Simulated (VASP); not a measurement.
# Si (Fd-3m) in VASP: notebook, part 2 of 3

VASP 6.6.1. Earlier steps stand in the parts before.

## 4. G0W0 quasiparticle levels, PBE

POSCAR

```
Si
1.0
    0.0000000000      2.7218511865      2.7218511865
    2.7218511865      0.0000000000      2.7218511865
    2.7218511865      2.7218511865      0.0000000000
Si
2
Direct
    0.5000000000      0.5000000000      0.5000000000
    0.7500000000      0.7500000000      0.7500000000
```

INCAR.step1

```
SYSTEM = Si
ALGO = Normal
EDIFF = 1E-8
ENCUT = 450
GGA = PE
ISMEAR = 0
LASPH = .True.
LCHARG = .False.
LREAL = .False.
LWAVE = .True.
NELM = 100
PREC = Accurate
SIGMA = 0.01
```

INCAR.step2

```
SYSTEM = Si
ALGO = Exact
EDIFF = 1E-8
ENCUT = 450
GGA = PE
ISMEAR = 0
ISTART = 1
LASPH = .True.
LCHARG = .False.
LOPTICS = .True.
LREAL = .False.
LWAVE = .True.
NBANDS = 52
NELM = 1
PREC = Accurate
SIGMA = 0.01
```

INCAR.step3

```
SYSTEM = Si
ALGO = EVGW0
EDIFF = 1E-8
ENCUT = 450
ENCUTGW = 150
GGA = PE
ISMEAR = 0
ISTART = 1
LASPH = .True.
LCHARG = .False.
LREAL = .False.
LWAVE = .False.
NBANDS = 52
NBANDSGW = 12
NELMGW = 1
NOMEGA = 48
PREC = Accurate
PRECFOCK = Fast
SIGMA = 0.01
```

KPOINTS

```
k-points
0
Gamma
  4 4 4
  0 0 0
```

Potentials or basis: VASP PAW PBE potentials, release 64 (Si_GW).

The run is started by

```
cat potpaw_PBE.64/Si_GW/POTCAR > POTCAR
cp INCAR.step1 INCAR
mpirun -np 1 vasp_std > vasp.out
cp INCAR.step2 INCAR
mpirun -np 1 vasp_std > vasp.out
cp INCAR.step3 INCAR
mpirun -np 1 vasp_std > vasp.out
```

OUTCAR:

```text
SYSTEM = Si
   EDIFF = 1E-8
   ENCUT = 450
   ENCUTGW = 150
   GGA = PE
   ISMEAR = 0
   ISTART = 1
   LASPH = .True.
   LREAL = .False.
   NELMGW = 1
   PREC = Accurate
   PRECFOCK = Fast

 Found      8 irreducible k-points:

 Following reciprocal coordinates:
            Coordinates               Weight
  0.000000  0.000000  0.000000      1.000000
  0.250000  0.000000  0.000000      8.000000
  0.500000  0.000000  0.000000      4.000000
  0.250000  0.250000  0.000000      6.000000
  0.500000  0.250000  0.000000     24.000000
 -0.250000  0.250000  0.000000     12.000000
   k-points           NKPTS =      8   k-points in BZ     NKDIM =     64   number of bands    NBANDS=     52
   number of dos      NEDOS =    301   number of ions     NIONS =      2
   total plane-waves  NPLWV =  21952
   dimension x,y,z NGX =    28 NGY =   28 NGZ =   28
   dimension x,y,z NGXF=    56 NGYF=   56 NGZF=   56
   ions per type =               2
   NGX,Y,Z   is equivalent  to a cutoff of  12.09, 12.09, 12.09 a.u.
   NGXF,Y,Z  is equivalent  to a cutoff of  24.19, 24.19, 24.19 a.u.
 SYSTEM =  Si
   PREC   = accura    normal or accurate (medium, high low for compatibility)
   ISTART =      1    job   : 0-new  1-cont  2-samecut
   ICHARG =      0    charge: 1-file 2-atom 10-const
   ISPIN  =      1    spin polarized calculation?
   LNONCOLLINEAR =      F non collinear calculations
   LSORBIT =      F    spin-orbit coupling
   LASPH  =      T    aspherical Exc in radial PAW
   ENCUT  =  450.0 eV  33.07 Ry    5.75 a.u.   6.66  6.66  6.66*2*pi/ulx,y,z
   NELM   =     60;   NELMIN=  2; NELMDL=  0     # of ELM steps
   EDIFF  = 0.1E-07   stopping-criterion for ELM
   LREAL  =      F    real-space projection
   EDIFFG = 0.1E-06   stopping-criterion for IOM
   NSW    =      0    number of steps for IOM
   IBRION =     -1    ionic relax: 0-MD 1-quasi-New 2-CG
   NFREE  =      0    steps in history (QN), initial steepest desc. (CG)
[... 16 lines left out ...]
  Fermi-wavevector in a.u.,A,eV,Ry     =   0.954766  1.804247 12.402783  0.911579
  Thomas-Fermi vector in A             =   2.083543
   LORBIT       =      0    0 simple, 1 ext, 2 COOP (PROOUT), +10 PAW based schemes
   GGA     = PE    functional components
   LHFCALC =     T    Hartree Fock is set to
   PRECFOCK=fast      Normal, Fast or Accurate (Low or Medium for compatibility)
   ENCUT4O =  -1.0   cutoff for four orbital integrals eV
   NKREDX  =     1    reduce k-point grid by
   NKREDY  =     1    reduce k-point grid by
   NKREDZ  =     1    reduce k-point grid by
   AEXX    =    1.0000 exact exchange contribution
   HFSCREEN=    0.0000 screening length (either q_TF or 0.3 A-1)
   HFSCREENC=   0.0000 screening length for correlation (either q_TF or 0.3 A-1)
   ENCUTFOCK=  -1.0 apply spherical cutoff to Coloumb kernel
   IVDW    =     0    specifies the selected vdW correction
   LEPSILON=     F    determine dielectric tensor
   LRPA    =     F    only Hartree local field effects (RPA)
   LRPAFORCE           =     F    calculate RPA forces
   ENCUTGW             = 150.0    cutoff for response function in eV
   ENCUTGWSOFT         = 120.0    soft cutoff for Coulomb kernel in GW response function in eV
   ENCUTLF             =  -1.0    cutoff for local field effects
   NELMGW              =     1    number of iterations in solving QP/BSE equation
   NELMHF              =     1    number of iterations in the inner HF iteration
   NKREDLFX            =     1    NKREDLFY  =   1   NKREDLFZ  =   1
 non-spin polarized calculation
 Gauss-broadening in eV      SIGMA  =   0.01
  energy-cutoff  :      450.00
  volume of cell :       40.33
 maximum number of plane-waves:       893
 NGX is ok and might be reduce to    28
  NGX = 16; NGY = 16; NGZ = 16
   NGX = 13   NGY = 13   NGZ = 13
 maximum number of plane-waves:       176

 QP shifts <psi_nk| G(iteration)W_0 |psi_nk>: iteration 1
 for sc-GW calculations column KS-energies equals QP-energies in previous step
 and V_xc(KS)=  KS-energies - (<T + V_ion + V_H > + <T+V_H+V_ion>^1  + <V_x>^1)

 k-point   1 :       0.0000    0.0000    0.0000
  band No.  KS-energies  QP-energies   sigma(KS)   V_xc(KS)     V^pw_x(r,r')   Z            occupation Imag(sigma)

      1      -6.4847      -6.8326     -10.9549     -10.4406     -17.4669       0.6766       2.0000       1.2333
      2       5.4367       5.1686     -11.7532     -11.4016     -13.0150       0.7623       2.0000       0.0785
      3       5.4367       5.1686     -11.7532     -11.4016     -13.0150       0.7623       2.0000       0.0785
      4       5.4367       5.1686     -11.7532     -11.4016     -13.0150       0.7623       2.0000       0.0785
      5       7.9779       8.3285      -9.6207     -10.0847      -5.5644       0.7555       0.0000      -0.0698
      6       7.9779       8.3285      -9.6207     -10.0847      -5.5644       0.7555       0.0000      -0.0698
      7       7.9779       8.3285      -9.6207     -10.0847      -5.5644       0.7555       0.0000      -0.0698
      8       8.7173       9.1992     -10.4037     -11.0474      -5.8596       0.7487       0.0000      -0.1017
      9      13.1363      13.5719      -9.3945      -9.9890      -4.1863       0.7326       0.0000      -0.2048
     10      13.1363      13.5719      -9.3945      -9.9890      -4.1863       0.7326       0.0000      -0.2048
     11      13.3639      13.2811      -7.8142      -7.7060      -2.5880       0.7654       0.0000      -0.2912
     12      16.6395      16.6709      -8.2667      -8.3080      -2.2329       0.7600       0.0000      -0.6039
[... 68 lines left out ...]
      1      -4.4531      -4.8046     -11.1898     -10.6815     -16.8205       0.6915       2.0000       0.9109
      2      -0.0364      -0.3679     -11.3903     -10.9205     -14.8789       0.7057       2.0000       0.2849
      3       1.6994       1.3111     -10.6116     -10.0795     -12.9227       0.7299       2.0000       0.1477
      4       4.1115       3.7975     -11.4531     -11.0339     -13.0714       0.7489       2.0000       0.0971
      5       7.8658       8.1488      -9.2217      -9.5938      -5.0708       0.7607       0.0000      -0.0729
      6      10.1937      10.5843      -9.6438     -10.1740      -4.7947       0.7368       0.0000      -0.1522
      7      10.5504      10.8508      -9.8520     -10.2562      -5.3344       0.7432       0.0000      -0.1339
      8      11.5350      11.8610      -9.5341      -9.9794      -4.3321       0.7322       0.0000      -0.2004
      9      11.8712      12.1725      -9.0872      -9.4908      -4.2064       0.7465       0.0000      -0.1948
     10      15.0218      15.3318      -9.5859     -10.0087      -3.5165       0.7332       0.0000      -0.4962
     11      18.0034      18.1596      -8.6726      -8.8858      -2.6175       0.7324       0.0000      -0.6293
     12      18.5609      19.0385     -10.0360     -10.6797      -3.4787       0.7419       0.0000      -0.8270

 [... further k-points ...]
```

OUTCAR.step2:

```text
SYSTEM = Si
   EDIFF = 1E-8
   ENCUT = 450
   GGA = PE
[... 562 lines left out ...]
  --------------------------------------------------------------------------------------------------------------
     0.00000    24.28439    24.28439    24.28439     0.00000     0.00000    -0.00000
     0.82511    25.94382    25.94382    25.94382     0.00000     0.00000    -0.00000
     1.65021    33.24017    33.24017    33.24017     0.00000     0.00000    -0.00000
     2.47532    74.48406    74.48406    74.48406     0.00000     0.00000    -0.00000
     3.30042    16.57997    16.57997    16.57997     0.00000     0.00000    -0.00000
     4.12553   -22.63496   -22.63496   -22.63496    -0.00000    -0.00000     0.00000
[... 92 lines left out ...]
    80.86039     0.94864     0.94864     0.94864    -0.00000    -0.00000     0.00000
    81.68550     0.94970     0.94970     0.94970    -0.00000    -0.00000     0.00000
```

Run time: 28 s. Hardware: 1 thread of Intel Xeon 6975P-C (Granite Rapids), shared host; peak memory 0.3 GiB.

The run converged, but some of its settings lie outside the range that counts as converged, so its numbers aren't taken as properties of the crystal.

Results:

* Band gap on the k mesh, mean-field level: 0.71 eV, indirect (least direct gap 2.54 eV)
* Quasiparticle gap: 1.13 eV
* Least direct quasiparticle gap: 3.16 eV

Caveat: the k mesh is coarse (spacing up to 0.50 Å⁻¹), so the values aren't converged; bands, screening cutoff and mesh are small and nothing is extrapolated, so the quasiparticle values aren't converged.

## 5. G0W0 quasiparticle levels, PBE

POSCAR is that of step 4.

INCAR.step1 is that of step 4.

Changes to INCAR.step2 since step 4:

```diff
@@ -12,3 +12,3 @@
 LWAVE = .True.
-NBANDS = 52
+NBANDS = 100
 NELM = 1
```

Changes to INCAR.step3 since step 4:

```diff
@@ -4,3 +4,3 @@
 ENCUT = 450
-ENCUTGW = 150
+ENCUTGW = 260
 GGA = PE
@@ -12,3 +12,3 @@
 LWAVE = .False.
-NBANDS = 52
+NBANDS = 100
 NBANDSGW = 12
```

KPOINTS

```
k-points
0
Gamma
  3 3 3
  0 0 0
```

Potentials or basis: VASP PAW PBE potentials, release 64 (Si_GW).

The run is started by

```
cat potpaw_PBE.64/Si_GW/POTCAR > POTCAR
cp INCAR.step1 INCAR
mpirun -np 1 vasp_std > vasp.out
cp INCAR.step2 INCAR
mpirun -np 1 vasp_std > vasp.out
cp INCAR.step3 INCAR
mpirun -np 1 vasp_std > vasp.out
```

OUTCAR:

```text
SYSTEM = Si
   EDIFF = 1E-8
   ENCUT = 450
   ENCUTGW = 260
   GGA = PE
   ISMEAR = 0
   ISTART = 1
   LASPH = .True.
   LREAL = .False.
   NELMGW = 1
   PREC = Accurate
   PRECFOCK = Fast

 Found      4 irreducible k-points:

 Following reciprocal coordinates:
            Coordinates               Weight
  0.000000  0.000000  0.000000      1.000000
  0.333333  0.000000  0.000000      8.000000
  0.333333  0.333333  0.000000      6.000000
 -0.333333  0.333333  0.000000     12.000000
   k-points           NKPTS =      4   k-points in BZ     NKDIM =     27   number of bands    NBANDS=    100
   number of dos      NEDOS =    301   number of ions     NIONS =      2
   total plane-waves  NPLWV =  21952
   dimension x,y,z NGX =    28 NGY =   28 NGZ =   28
   dimension x,y,z NGXF=    56 NGYF=   56 NGZF=   56
   ions per type =               2
   NGX,Y,Z   is equivalent  to a cutoff of  12.09, 12.09, 12.09 a.u.
   NGXF,Y,Z  is equivalent  to a cutoff of  24.19, 24.19, 24.19 a.u.
 SYSTEM =  Si
   PREC   = accura    normal or accurate (medium, high low for compatibility)
   ISTART =      1    job   : 0-new  1-cont  2-samecut
   ICHARG =      0    charge: 1-file 2-atom 10-const
   ISPIN  =      1    spin polarized calculation?
   LNONCOLLINEAR =      F non collinear calculations
   LSORBIT =      F    spin-orbit coupling
   LASPH  =      T    aspherical Exc in radial PAW
   ENCUT  =  450.0 eV  33.07 Ry    5.75 a.u.   6.66  6.66  6.66*2*pi/ulx,y,z
   NELM   =     60;   NELMIN=  2; NELMDL=  0     # of ELM steps
   EDIFF  = 0.1E-07   stopping-criterion for ELM
   LREAL  =      F    real-space projection
   EDIFFG = 0.1E-06   stopping-criterion for IOM
   NSW    =      0    number of steps for IOM
   IBRION =     -1    ionic relax: 0-MD 1-quasi-New 2-CG
   NFREE  =      0    steps in history (QN), initial steepest desc. (CG)
   ISIF   =      0    stress and relaxation
   ISYM   =      3    0-nonsym 1-usesym 2-fastsym
   POTIM  = 0.5000    time-step for ionic-motion
   TEBEG  =    0.0;   TEEND  =   0.0 temperature during run
   PSTRESS=    0.0 pullay stress
   NELECT =       8.0000    total number of electrons
   NUPDOWN=      -1.0000    fix difference up-down
   EMIN   =  10.00;   EMAX   =-10.00  energy-range for DOS
   EFERMI =   0.00;   METHOD = LEGACY
   ISMEAR =     0;   SIGMA  =   0.01  broadening in eV -4-tet -1-fermi 0-gaus
   EFERMI_NEDOS =   21; number of points for ismear=-14 and -15
   IALGO  =     38    algorithm
   IMIX   =      4    mixing-type and parameters
     AMIX     =   0.40;   BMIX     =  1.00
     AMIX_MAG =   1.60;   BMIX_MAG =  1.00
  volume/ion in A,a.u.               =      20.16       136.08
  Fermi-wavevector in a.u.,A,eV,Ry     =   0.954766  1.804247 12.402783  0.911579
  Thomas-Fermi vector in A             =   2.083543
   LORBIT       =      0    0 simple, 1 ext, 2 COOP (PROOUT), +10 PAW based schemes
   GGA     = PE    functional components
   LHFCALC =     T    Hartree Fock is set to
   PRECFOCK=fast      Normal, Fast or Accurate (Low or Medium for compatibility)
   ENCUT4O =  -1.0   cutoff for four orbital integrals eV
   NKREDX  =     1    reduce k-point grid by
   NKREDY  =     1    reduce k-point grid by
   NKREDZ  =     1    reduce k-point grid by
   AEXX    =    1.0000 exact exchange contribution
   HFSCREEN=    0.0000 screening length (either q_TF or 0.3 A-1)
   HFSCREENC=   0.0000 screening length for correlation (either q_TF or 0.3 A-1)
   ENCUTFOCK=  -1.0 apply spherical cutoff to Coloumb kernel
   IVDW    =     0    specifies the selected vdW correction
   LEPSILON=     F    determine dielectric tensor
   LRPA    =     F    only Hartree local field effects (RPA)
   LRPAFORCE           =     F    calculate RPA forces
   ENCUTGW             = 260.0    cutoff for response function in eV
   ENCUTGWSOFT         = 208.0    soft cutoff for Coulomb kernel in GW response function in eV
   ENCUTLF             =  -1.0    cutoff for local field effects
   NELMGW              =     1    number of iterations in solving QP/BSE equation
   NELMHF              =     1    number of iterations in the inner HF iteration
   NKREDLFX            =     1    NKREDLFY  =   1   NKREDLFZ  =   1
 non-spin polarized calculation
 Gauss-broadening in eV      SIGMA  =   0.01
  energy-cutoff  :      450.00
  volume of cell :       40.33
 maximum number of plane-waves:       893
 NGX is ok and might be reduce to    28
  NGX = 16; NGY = 16; NGZ = 16
   NGX = 13   NGY = 13   NGZ = 13
 maximum number of plane-waves:       389

 QP shifts <psi_nk| G(iteration)W_0 |psi_nk>: iteration 1
 for sc-GW calculations column KS-energies equals QP-energies in previous step
 and V_xc(KS)=  KS-energies - (<T + V_ion + V_H > + <T+V_H+V_ion>^1  + <V_x>^1)

 k-point   1 :       0.0000    0.0000    0.0000
  band No.  KS-energies  QP-energies   sigma(KS)   V_xc(KS)     V^pw_x(r,r')   Z            occupation Imag(sigma)

      1      -6.4325      -7.0757     -11.2692     -10.4342     -17.4248       0.7704       2.0000       1.3373
      2       5.5010       4.9839     -12.1048     -11.4221     -13.4294       0.7574       2.0000       0.0693
      3       5.5010       4.9839     -12.1048     -11.4221     -13.4294       0.7574       2.0000       0.0693
      4       5.5010       4.9839     -12.1048     -11.4221     -13.4294       0.7574       2.0000       0.0693
      5       8.0158       8.1602      -9.8818     -10.0709      -5.3656       0.7640       0.0000      -0.0992
      6       8.0158       8.1602      -9.8818     -10.0709      -5.3656       0.7640       0.0000      -0.0992
      7       8.0158       8.1602      -9.8818     -10.0709      -5.3656       0.7640       0.0000      -0.0992
      8       8.7867       9.0807     -10.6463     -11.0339      -5.5737       0.7588       0.0000      -0.1234
      9      13.1689      13.4365      -9.6302      -9.9879      -4.1513       0.7482       0.0000      -0.2125
     10      13.1689      13.4365      -9.6302      -9.9879      -4.1513       0.7482       0.0000      -0.2125
     11      13.4319      13.1677      -7.9353      -7.6090      -2.4805       0.8096       0.0000      -0.3471
     12      16.6688      16.5157      -8.4483      -8.2483      -2.1676       0.7654       0.0000      -0.6289
[... 36 lines left out ...]
      1      -3.1838      -3.7249     -11.6605     -10.9016     -16.4741       0.7130       2.0000       0.6697
      2      -1.2644      -1.8165     -11.6544     -10.8864     -15.5005       0.7189       2.0000       0.4018
      3       1.0888       0.4969     -10.6390      -9.8453     -12.9795       0.7457       2.0000       0.1603
      4       3.3836       2.8322     -11.5498     -10.8165     -13.4271       0.7521       2.0000       0.0837
      5       7.0350       7.0615      -9.1100      -9.1442      -4.7336       0.7729       0.0000      -0.0858
      6      11.2761      11.2830      -9.6924      -9.7014      -4.5675       0.7664       0.0000      -0.2217
      7      11.9137      12.1157      -9.9812     -10.2516      -4.3400       0.7470       0.0000      -0.2989
      8      12.5261      12.6973     -10.2782     -10.5050      -4.6738       0.7551       0.0000      -0.2975
      9      12.8638      13.0375     -10.0265     -10.2605      -4.1378       0.7423       0.0000      -0.3383
     10      13.1278      13.2169      -9.6334      -9.7484      -4.1666       0.7743       0.0000      -0.3167
     11      19.8065      19.6813      -8.8258      -8.6604      -2.3238       0.7566       0.0000      -0.7609
     12      20.3688      20.1689      -8.4365      -8.1740      -2.0224       0.7616       0.0000      -0.8157
```

OUTCAR.step1:

```text
SYSTEM = Si
   EDIFF = 1E-8
   ENCUT = 450
   GGA = PE
   ISMEAR = 0
   LASPH = .True.
   LREAL = .False.
[... 151 lines left out ...]
      2.72185      2.72185      2.72185        -0.000000     -0.000000     -0.000000
      4.08278      4.08278      4.08278         0.000000      0.000000      0.000000
 -----------------------------------------------------------------------------------
    total drift:                                0.000000      0.000000     -0.000000

  FREE ENERGIE OF THE ION-ELECTRON SYSTEM (eV)
  ---------------------------------------------------
  free  energy   TOTEN  =       -10.2274592544 eV

  energy  without entropy=      -10.2274592544  energy(sigma->0) =      -10.22745925
```

OUTCAR.step2:

```text
SYSTEM = Si
   EDIFF = 1E-8
   ENCUT = 450
   GGA = PE
[... 519 lines left out ...]
  --------------------------------------------------------------------------------------------------------------
     0.00000    33.44642    33.44642    33.44642     0.00000    -0.00000     0.00000
     1.26314    39.99837    39.99837    39.99837     0.00000    -0.00000     0.00000
     2.52627    93.62441    93.62441    93.62441    -0.00000     0.00000     0.00000
     3.78941   -64.30180   -64.30180   -64.30180     0.00000    -0.00000     0.00000
     5.05254   -29.25211   -29.25211   -29.25211    -0.00000     0.00000    -0.00000
     6.31568   -11.26856   -11.26856   -11.26856    -0.00000     0.00000    -0.00000
[... 92 lines left out ...]
   123.78731     0.97259     0.97259     0.97259    -0.00000     0.00000    -0.00000
   125.05044     0.97316     0.97316     0.97316    -0.00000     0.00000    -0.00000
```

Run time: 27 s. Hardware: 1 thread of Intel Xeon 6975P-C (Granite Rapids), shared host; peak memory 0.4 GiB.

The run converged, but some of its settings lie outside the range that counts as converged, so its numbers aren't taken as properties of the crystal.

Results:

| Item | Value |
| --- | --- |
| Band gap on the k mesh, mean-field level | 0.70 eV, indirect (least direct gap 2.51 eV) |
| Quasiparticle gap | 1.22 eV |
| Least direct quasiparticle gap | 3.18 eV |

Caveat: the k mesh is coarse (spacing up to 0.67 Å⁻¹), so the values aren't converged; bands, screening cutoff and mesh are small and nothing is extrapolated, so the quasiparticle values aren't converged; an odd mesh through Γ misses points on the zone boundary, where band edges often lie.

(Part 2 of 3 ends here.)
